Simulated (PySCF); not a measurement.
# CdSe under changes of volume

One of the cells (28.942 Å³/atom); the others are scaled copies at fixed shape and fractional positions:

```
Cd Se
1.0
     0.00000    3.07027    3.07027
     3.07027    0.00000    3.07027
     3.07027    3.07027    0.00000
Cd Se
1 1
Direct
  0.00000 0.00000 0.00000
  0.25000 0.25000 0.25000
```

Measurements of this composition are mostly on another form, of space group No. 186.

* Program: PySCF 2.14.0
* Functional: PBEsol
* Potentials or basis: DZVP-MOLOPT-SR/GTH-PBE (potentials made for PBE)
* k mesh: 4 × 4 × 4
* Occupations: fermi-dirac, width 0.05 eV
* Spin: no spin polarisation

```tsv
volume (Å³/atom)	energy over the lowest point (meV/atom)	gap on the mesh (eV)
27.206	19.83	0.50
27.784	8.29	0.46
28.363	2.12	0.42
28.942	0.00	0.37
29.521	1.50	0.33
30.100	?	?
30.679	13.83	0.26
```

Q: What does the run at 30.100 Å³/atom give?

A: Energy over the lowest point 6.23 meV/atom; gap on the mesh 0.29 eV.

Worked out: A Birch-Murnaghan fit of order 3 (a polynomial in V^(-2/3)) to the other rows has its minimum at 28.96 Å³/atom with B0 = V·E''(V) = 51 GPa and B' = 6.8. It gives 6.35 meV/atom at 30.100 Å³/atom, against the run's 6.23. A straight line through the other rows of the gap, of slope -2.03 eV per unit of ln V (its deformation potential), gives 0.30 eV, against the run's 0.29.

Energies are extrapolated to zero smearing.

Caveats: all runs use coarse meshes; the potentials were made for another functional, which shifts forces and pressure; the basis of atomic orbitals isn't converged, which shifts pressures, moduli and gaps.

Spin-orbit coupling on Cd, Se is left out.
